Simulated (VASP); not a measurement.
Input of a VASP 6.6.1 run:

INCAR

```
PREC = Accurate ; ENCUT = 600
EDIFF = 1E-7 ; ISMEAR = 0
SIGMA = 0.1 ; LREAL = False
LASPH = True ; NELM = 100
ALGO = Fast ; ISIF = 3
LWAVE = False ; LCHARG = False
GGA = PS ; IBRION = 2
NSW = 90 ; EDIFFG = -0.005
```

KPOINTS

```
Automatic mesh
0
Gamma
  6 6 6
```

POSCAR

```
Al
1.0
    0.0000000000      2.0248050000      2.0248050000
    2.0248050000      0.0000000000      2.0248050000
    2.0248050000      2.0248050000      0.0000000000
Al
1
Direct
    0.0000000000      0.0000000000      0.0000000000
```

Potentials or basis: VASP PAW PBE potentials, release 64 (Al).

Launch:

```bash
$ cat potpaw_PBE.64/Al/POTCAR > POTCAR
$ mpirun -np 1 vasp_std > vasp.out
```

Task: What does it give for the relaxed volume?

Result: 16.30 Å³/atom.

Task: Estimate the relaxed cell.

Result: a = 2.846 Å, b = 2.846 Å, c = 2.846 Å, α = 60.00°, β = 60.00°, γ = 60.00°.

Task: What does it give for the space group after relaxing (to 0.05 Å)?

Result: Fm-3m (No. 225).

Final structure:
```cif
data_structure
_symmetry_space_group_name_H-M 'P 1'
_symmetry_Int_Tables_number 1
_cell_length_a 2.8459
_cell_length_b 2.8459
_cell_length_c 2.8459
_cell_angle_alpha 60.000
_cell_angle_beta 60.000
_cell_angle_gamma 60.000
_cell_volume 16.30
loop_
_atom_site_label
_atom_site_type_symbol
_atom_site_fract_x
_atom_site_fract_y
_atom_site_fract_z
_atom_site_occupancy
Al1 Al 0.00000 0.00000 0.00000 1
```

Caveat: the k mesh is coarse (spacing up to 0.45 Å⁻¹), so the values aren't converged; the PAW data sets were made with another functional, which shifts forces and pressure a little.
